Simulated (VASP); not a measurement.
# W (Im-3m) in VASP: notebook

The runs below take W through relaxation of cell and atoms, single point, with optB88-vdW, rev-vdW-DF2, RPBE.

Everything below comes from runs of VASP 6.6.1. Logs are shortened: lines on timing, memory, paths and dates and some standing lists are left out, and cuts for length are marked.

## (1) Starting point

It takes space group Im-3m (No. 229, cubic). The conventional cell has a = 3.165 Å, b = 3.165 Å, c = 3.165 Å, α = 90.00°, β = 90.00°, γ = 90.00°. W (site symmetry m-3m) has 8 W at 2.74 Å as nearest neighbours.

## (2) Relaxation of cell and atoms, optB88-vdW

Input file INCAR:

```
  PREC = Accurate
  ENCUT = 600
  EDIFF = 1E-7
  ISMEAR = -1
  SIGMA = 0.05
  LREAL = False
  LASPH = True
  NELM = 100
  ALGO = Normal
  ISIF = 3
  LWAVE = False
  LCHARG = False
  GGA = BO
  LUSE_VDW = True
  AGGAC = 0.0
  PARAM1 = 0.1833333333
  PARAM2 = 0.22
  IBRION = 2
  NSW = 60
  EDIFFG = -0.01
```

Input file KPOINTS:

```
Automatic mesh
0
Gamma
  12 12 12
```

Input file POSCAR:

```
W
1.0
   -1.5823450000      1.5823450000      1.5823450000
    1.5823450000     -1.5823450000      1.5823450000
    1.5823450000      1.5823450000     -1.5823450000
W
1
Direct
    0.0000000000      0.0000000000      0.0000000000
```

Potentials or basis: VASP PAW PBE potentials, release 64 (W_sv).

On the command line:

```bash
$ cat potpaw_PBE.64/W_sv/POTCAR > POTCAR
$ mpirun -np 1 vasp_std > vasp.out
```

OUTCAR:

```text
PREC = Accurate
   ENCUT = 600
   EDIFF = 1E-7
   ISMEAR = -1
   LREAL = False
   LASPH = True
   NELM = 100
   ISIF = 3
   GGA = BO
   IBRION = 2
   NSW = 60
   EDIFFG = -0.01

 ion  position               nearest neighbor table
   1  0.000  0.000  0.000-

  LATTYP: Found a body centered cubic cell.
 ALAT       =     3.1646900000

  Lattice vectors:

 A1 = (  -1.5823450000,   1.5823450000,   1.5823450000)
 A2 = (   1.5823450000,  -1.5823450000,   1.5823450000)
 A3 = (   1.5823450000,   1.5823450000,  -1.5823450000)

Analysis of symmetry for initial positions (statically):
=====================================================================
 Subroutine PRICEL returns:
 Original cell was already a primitive cell.

 Routine SETGRP: Setting up the symmetry group for a
 body centered cubic supercell.

 Subroutine GETGRP returns: Found 48 space group operations
 (whereof 48 operations were pure point group operations)
 out of a pool of 48 trial point group operations.

The static configuration has the point symmetry O_h .

Analysis of symmetry for dynamics (positions and initial velocities):
=====================================================================
 Subroutine PRICEL returns:
 Original cell was already a primitive cell.

 Routine SETGRP: Setting up the symmetry group for a
 body centered cubic supercell.

 Subroutine GETGRP returns: Found 48 space group operations
 (whereof 48 operations were pure point group operations)
 out of a pool of 48 trial point group operations.

The dynamic configuration has the point symmetry O_h .

 Subroutine INISYM returns: Found 48 space group operations
 (whereof 48 operations are pure point group operations),
 and found     1 'primitive' translations

----------------------------------------------------------------------------------------

                                     Primitive cell

  volume of cell :      15.8476

  direct lattice vectors                    reciprocal lattice vectors
    -1.582345000  1.582345000  1.582345000     0.000000000  0.315986716  0.315986716
     1.582345000 -1.582345000  1.582345000     0.315986716  0.000000000  0.315986716
     1.582345000  1.582345000 -1.582345000     0.315986716  0.315986716  0.000000000

  length of vectors
     2.740701935  2.740701935  2.740701935     0.446872699  0.446872699  0.446872699

  position of ions in fractional coordinates (direct lattice)
     0.000000000  0.000000000  0.000000000

  ion indices of the primitive-cell ions
   primitive index   ion index
                 1           1

----------------------------------------------------------------------------------------

 KPOINTS: Automatic mesh

Automatic generation of k-mesh.
 Grid dimensions read from file:
 generate k-points for:   12   12   12

 Generating k-lattice:

  Cartesian coordinates                     Fractional coordinates (reciprocal lattice)
     0.000000000  0.026332226  0.026332226     0.083333333  0.000000000  0.000000000
     0.026332226  0.000000000  0.026332226     0.000000000  0.083333333  0.000000000
     0.026332226  0.026332226  0.000000000     0.000000000  0.000000000  0.083333333

  Length of vectors
     0.037239392  0.037239392  0.037239392

  Shift w.r.t. Gamma in fractional coordinates (k-lattice)
     0.000000000  0.000000000  0.000000000

 Subroutine IBZKPT returns following result:
 ===========================================

 Found     72 irreducible k-points:

 Following reciprocal coordinates:
            Coordinates               Weight
  0.000000  0.000000  0.000000      1.000000
  0.083333  0.000000  0.000000     12.000000
  0.166667  0.000000  0.000000     12.000000
  0.250000  0.000000  0.000000     12.000000
  0.333333  0.000000  0.000000     12.000000
  0.416667  0.000000  0.000000     12.000000
[... 16 lines left out ...]
  0.333333  0.083333  0.083333     24.000000
  0.416667  0.083333  0.083333     12.000000
 [... further k-points ...]
   k-points           NKPTS =     72   k-points in BZ     NKDIM =     72   number of bands    NBANDS=     11
   number of dos      NEDOS =    301   number of ions     NIONS =      1
   total plane-waves  NPLWV =  13824
   dimension x,y,z NGX =    24 NGY =   24 NGZ =   24
   dimension x,y,z NGXF=    48 NGYF=   48 NGZF=   48
   ions per type =               1
   NGX,Y,Z   is equivalent  to a cutoff of  14.56, 14.56, 14.56 a.u.
   NGXF,Y,Z  is equivalent  to a cutoff of  29.12, 29.12, 29.12 a.u.
 SYSTEM =  unknown system
   PREC   = accura    normal or accurate (medium, high low for compatibility)
   ISTART =      0    job   : 0-new  1-cont  2-samecut
   ICHARG =      2    charge: 1-file 2-atom 10-const
   ISPIN  =      1    spin polarized calculation?
   LNONCOLLINEAR =      F non collinear calculations
   LSORBIT =      F    spin-orbit coupling
   LASPH  =      T    aspherical Exc in radial PAW
   ENCUT  =  600.0 eV  44.10 Ry    6.64 a.u.   5.47  5.47  5.47*2*pi/ulx,y,z
   NELM   =    100;   NELMIN=  2; NELMDL= -5     # of ELM steps
   EDIFF  = 0.1E-06   stopping-criterion for ELM
   LREAL  =      F    real-space projection
   EDIFFG = -.1E-01   stopping-criterion for IOM
   NSW    =     60    number of steps for IOM
   IBRION =      2    ionic relax: 0-MD 1-quasi-New 2-CG
   NFREE  =      1    steps in history (QN), initial steepest desc. (CG)
   ISIF   =      3    stress and relaxation
   ISYM   =      2    0-nonsym 1-usesym 2-fastsym
   POTIM  = 0.5000    time-step for ionic-motion
   TEBEG  =    0.0;   TEEND  =   0.0 temperature during run
   PSTRESS=    0.0 pullay stress
   NELECT =      14.0000    total number of electrons
   NUPDOWN=      -1.0000    fix difference up-down
   EMIN   =  10.00;   EMAX   =-10.00  energy-range for DOS
   EFERMI =   0.00;   METHOD = LEGACY
   ISMEAR =    -1;   SIGMA  =   0.05  broadening in eV -4-tet -1-fermi 0-gaus
   EFERMI_NEDOS =   21; number of points for ismear=-14 and -15
   IALGO  =     38    algorithm
   IMIX   =      4    mixing-type and parameters
     AMIX     =   0.40;   BMIX     =  1.00
     AMIX_MAG =   1.60;   BMIX_MAG =  1.00
  volume/ion in A,a.u.               =      15.85       106.94
  Fermi-wavevector in a.u.,A,eV,Ry     =   1.570832  2.968442 33.572544  2.467512
  Thomas-Fermi vector in A             =   2.672506
   LORBIT       =      0    0 simple, 1 ext, 2 COOP (PROOUT), +10 PAW based schemes
   GGA     = BO    functional components
   LHFCALC =     F    Hartree Fock is set to
   AEXX    =    0.0000 exact exchange contribution
   IVDW_NL    =     1    kernel type
   BPARAM     = 6.3000
   IVDW    =     0    specifies the selected vdW correction
   LEPSILON=     F    determine dielectric tensor
   LRPA    =     F    only Hartree local field effects (RPA)
 conjugate gradient relaxation of ions
 non-spin polarized calculation
  energy-cutoff  :      600.00
  volume of cell :       15.85
 maximum number of plane-waves:       543
 NGX is ok and might be reduce to    24
   NGX = 11   NGY = 11   NGZ = 11

--------------------------------------- Ionic step        1  -------------------------------------------

 number of electron      14.0000002 magnetization

 Free energy of the ion-electron system (eV)
  ---------------------------------------------------
  ext. energy  EPLUGINS =         0.00000000
  ---------------------------------------------------
  free energy    TOTEN  =        -9.63533861 eV

  energy without entropy =       -9.63027035  energy(sigma->0) =       -9.63280448

------------------------ aborting loop because EDIFF is reached ----------------------------------------

  FORCE on cell =-STRESS in cart. coord.  units (eV):
  Direction    XX          YY          ZZ          XY          YZ          ZX
  --------------------------------------------------------------------------------------
  -------------------------------------------------------------------------------------
  Total        0.5907104      0.5907104      0.5907104      0.0000000     -0.0000000      0.0000000
  in kB       59.7202561     59.7202561     59.7202561      0.0000000     -0.0000000      0.0000000
  external PRESSURE =      59.7202561 kB  Pullay stress =       0.0000000 kB
[... 96 lines left out ...]
Total vdW correction in eV:      1.6225883

--------------------------------------- Ionic step        4  -------------------------------------------

 number of electron      14.0000002 magnetization

 Free energy of the ion-electron system (eV)
  ---------------------------------------------------
  ext. energy  EPLUGINS =         0.00000000
  ---------------------------------------------------
  free energy    TOTEN  =        -9.64092955 eV

  energy without entropy =       -9.63572975  energy(sigma->0) =       -9.63832965

 E-fermi :  11.0074     XC(G=0): -13.5216

 val. band max:       10.9646570917   @ k =  -0.1667   0.1667   0.0833
 cond. band min:      11.0108229390   @ k =  -0.1667   0.1667   0.1667
 fundamental gap:      0.0461658473
 Fermi energy:        11.0073941182

 k-point     1 :       0.0000    0.0000    0.0000
  band No.  band energies     occupation
      1     -63.1682      2.00000
      2     -26.7509      2.00000
      3     -26.7509      2.00000
      4     -26.7509      2.00000
      5       1.6365      2.00000
      6       9.8369      2.00000
      7       9.8369      2.00000
      8       9.8369      2.00000
      9      13.2634      0.00000
     10      13.2634      0.00000
     11      25.6982      0.00000
[... 309 lines left out ...]
 k-point    24 :       0.4167    0.0833    0.0833
  band No.  band energies     occupation
      1     -63.0430      2.00000
      2     -27.8785      2.00000
      3     -27.2004      2.00000
      4     -26.8375      2.00000
      5       5.6115      2.00000
      6       7.5485      2.00000
      7      10.8718      1.87556
      8      13.3662      0.00000
      9      14.1081      0.00000
     10      18.2938      0.00000
     11      20.6959      0.00000

 [... further k-points ...]

------------------------ aborting loop because EDIFF is reached ----------------------------------------

  FORCE on cell =-STRESS in cart. coord.  units (eV):
  Direction    XX          YY          ZZ          XY          YZ          ZX
  --------------------------------------------------------------------------------------
  -------------------------------------------------------------------------------------
  Total       -0.0007153     -0.0007153     -0.0007153      0.0000000      0.0000000      0.0000000
  in kB       -0.0709417     -0.0709417     -0.0709417      0.0000000      0.0000000      0.0000000
  external PRESSURE =      -0.0709417 kB  Pullay stress =       0.0000000 kB
[... 16 lines left out ...]
  FREE ENERGIE OF THE ION-ELECTRON SYSTEM (eV)
  ---------------------------------------------------
  free  energy   TOTEN  =        -9.6409295522 eV

  energy  without entropy=       -9.6357297524  energy(sigma->0) =       -9.63832965

Total vdW correction in eV:      1.6221659

 reached required accuracy - stopping structural energy minimisation
```

Wall time 60 s (1 thread of AMD EPYC 9R45 (Zen 5), shared host); peak memory 0.24 GiB.

Results:

```
Free energy                            : -9.6409 eV
Relaxed volume                         : 16.15 Å³/atom
Relaxed cell                           : a = 2.758 Å, b = 2.758 Å, c = 2.758 Å, α = 109.47°, β = 109.47°, γ = 109.47°
Space group after relaxing (to 0.05 Å) : Im-3m (No. 229)
Energy gained by relaxing              : 5.6 meV/atom
Ionic steps                            : 4
Pressure after relaxing                : 0.0 GPa
Band gap on the k mesh                 : none (metal or under the smearing width)
```

The path:
```tsv
step	energy change (eV)	largest force (eV/Å)	pressure (GPa)	volume (Å³)
1	0.0000	0.0000	5.97	15.85
2	0.0559	0.0000	-17.12	17.24
3	-0.0056	0.0000	-0.16	16.16
4	-0.0056	0.0000	-0.01	16.15
```

Final structure:
```xyz
1
Lattice="-1.5925 1.5925 1.5925 1.5925 -1.5925 1.5925 1.5925 1.5925 -1.5925" Properties=species:S:1:pos:R:3 pbc="T T T"
W     0.0000    0.0000    0.0000
```

Caveat: the PAW data sets were made with another functional, which shifts forces and pressure a little.

## (3) Relaxation of cell and atoms, rev-vdW-DF2

Input file INCAR:

```
SYSTEM = W
AGGAC = 0.0
ALGO = Normal
EDIFF = 1E-7
EDIFFG = -0.01
ENCUT = 600
GGA = MK
IBRION = 2
ISIF = 3
ISMEAR = -1
LASPH = .TRUE.
LCHARG = .FALSE.
LREAL = .FALSE.
LUSE_VDW = .TRUE.
LWAVE = .FALSE.
NELM = 60
NSW = 40
PARAM1 = 0.1234
PARAM2 = 0.711357
PREC = Accurate
SIGMA = 0.05
ZAB_VDW = -1.8867
```

Input file KPOINTS:

```
k-points
0
G
  12 12 12
  0 0 0
```

POSCAR is that of step 2.

Potentials or basis: VASP PAW PBE potentials, release 64 (W_sv).

On the command line:

```bash
$ cat potpaw_PBE.64/W_sv/POTCAR > POTCAR
$ mpirun -np 1 vasp_std > vasp.out
```

Run time: 43 s. Hardware: 1 thread of AMD EPYC 9R45 (Zen 5), shared host; peak memory 0.24 GiB.

The run converged. Its results:

* Free energy: -10.3396 eV
* Relaxed volume: 15.96 Å³/atom
* Relaxed cell: a = 2.747 Å, b = 2.747 Å, c = 2.747 Å, α = 109.47°, β = 109.47°, γ = 109.47°
* Space group after relaxing (to 0.05 Å): Im-3m (No. 229)
* Energy gained by relaxing: 0.7 meV/atom
* Ionic steps: 3
* Pressure after relaxing: 0.0 GPa
* Band gap on the k mesh: none (metal or under the smearing width)

Step by step:
```tsv
step	energy change (eV)	largest force (eV/Å)	pressure (GPa)	volume (Å³)
1	0.0000	0.0000	2.18	15.85
2	0.0081	0.0000	-7.12	16.35
3	-0.0007	0.0000	-0.02	15.96
```

Final structure:
```cif
data_structure
_symmetry_space_group_name_H-M 'P 1'
_symmetry_Int_Tables_number 1
_cell_length_a 2.7471
_cell_length_b 2.7471
_cell_length_c 2.7471
_cell_angle_alpha 109.471
_cell_angle_beta 109.471
_cell_angle_gamma 109.471
_cell_volume 15.96
loop_
_atom_site_label
_atom_site_type_symbol
_atom_site_fract_x
_atom_site_fract_y
_atom_site_fract_z
_atom_site_occupancy
W1 W 0.00000 0.00000 0.00000 1
```

Levels at points of the mesh, in eV from the Fermi level:
```
           k point  band 4  band 5  band 6  band 7  band 8  band 9  band 10  band 11
(0.00, 0.00, 0.00)  -37.68   -9.49   -1.16   -1.16   -1.16    2.30     2.30    14.66
(0.50, 0.00, 0.00)  -37.69   -6.14   -3.46    0.81    2.18    3.15     6.14    11.01
(0.50, 0.50, 0.50)  -38.57   -5.69   -5.69    5.17    5.17    5.17     8.32     8.32
```

Caveat: the PAW data sets were made with another functional, which shifts forces and pressure a little. Zero-point motion and thermal expansion aren't in these numbers.

## (4) Single point, RPBE

Input file INCAR:

```
SYSTEM = W
PREC     = Accurate       ! precision mode
ENCUT    = 520            ! plane-wave cutoff, eV
EDIFF    = 1E-7           ! SCF threshold, eV
ISMEAR   = 0              ! smearing method
SIGMA    = 0.05           ! smearing width, eV
LREAL    = .FALSE.        ! projectors in reciprocal space
LASPH    = .TRUE.         ! aspherical terms in the spheres
NELM     = 100            ! most SCF steps
ALGO     = Normal         ! electronic algorithm
ISIF     = 2              ! what is computed and relaxed
LWAVE    = .FALSE.        ! write WAVECAR
LCHARG   = .FALSE.        ! write CHGCAR
GGA      = RP             ! functional
NBANDS   = 13             ! bands
```

Input file KPOINTS:

```
Automatic mesh
0
G
  12 12 12
  0 0 0
```

POSCAR: that of step 3 with these lines changed.

```diff
@@ -7,3 +7,3 @@
 1
-Direct
+Cartesian
     0.0000000000      0.0000000000      0.0000000000
```

Potentials or basis: VASP PAW PBE potentials, release 54 (W_sv).

On the command line:

```bash
$ cat potpaw_PBE.54/W_sv/POTCAR > POTCAR
$ mpirun -np 1 vasp_std > vasp.out
```

Run time: 9.5 s. Hardware: 1 thread of Intel Xeon Platinum 8559C (Emerald Rapids), shared host; peak memory 0.12 GiB.

Results (log left out):

```
Free energy            : -12.3879 eV
Pressure               : 10.4 GPa
Band gap on the k mesh : none (metal or under the smearing width)
```

Levels at points of the mesh, in eV from the Fermi level:
| k point | band 5 | band 6 | band 7 | band 8 | band 9 | band 10 |
| --- | --- | --- | --- | --- | --- | --- |
| (0.00, 0.00, 0.00) | -9.53 | -1.12 | -1.12 | -1.12 | 2.39 | 2.39 |
| (0.50, 0.00, 0.00) | -6.16 | -3.46 | 0.76 | 2.28 | 3.26 | 6.26 |
| (0.50, 0.50, 0.50) | -5.72 | -5.72 | 5.27 | 5.27 | 5.27 | 8.34 |

Caveat: the PAW data sets were made with another functional, which shifts forces and pressure a little. The run has no spin-orbit coupling, so splittings on W are missing.

## (5) For comparison

An earlier run on the cell as given: functional PBE; potentials or basis VASP PAW PBE potentials, release 64 (W_sv); cutoff 520 eV; k mesh 12 × 12 × 12; occupations fermi-dirac, width 0.05 eV; no spin polarisation.

* Pressure: 6.4 GPa
* Band gap on the k mesh: none (metal or under the smearing width)

## (6) The runs side by side

```csv
task,level,potentials or basis,cell,cutoff (eV),smearing,gap on the mesh (eV),pressure (GPa),relaxed volume (Å³/atom)
relaxation of cell and atoms,optB88-vdW,"VASP PAW PBE potentials, release 64 (W_sv)",relaxed,600,fermi-dirac 0.05 eV,none,0.0,16.15
relaxation of cell and atoms,rev-vdW-DF2,"VASP PAW PBE potentials, release 64 (W_sv)",relaxed,600,fermi-dirac 0.05 eV,none,0.0,15.96
single point,RPBE,"VASP PAW PBE potentials, release 54 (W_sv)",as given,520,gaussian 0.05 eV,none,10.4,-
single point,PBE,"VASP PAW PBE potentials, release 64 (W_sv)",as given,520,fermi-dirac 0.05 eV,none,6.4,-
```

Alike in all rows: no spin polarisation; k mesh 12 × 12 × 12.

Caveats: the PAW data sets were made with another functional, which shifts forces and pressure a little (some runs).

Total energies depend on the potentials used, so only differences within one code and one set of settings carry meaning.
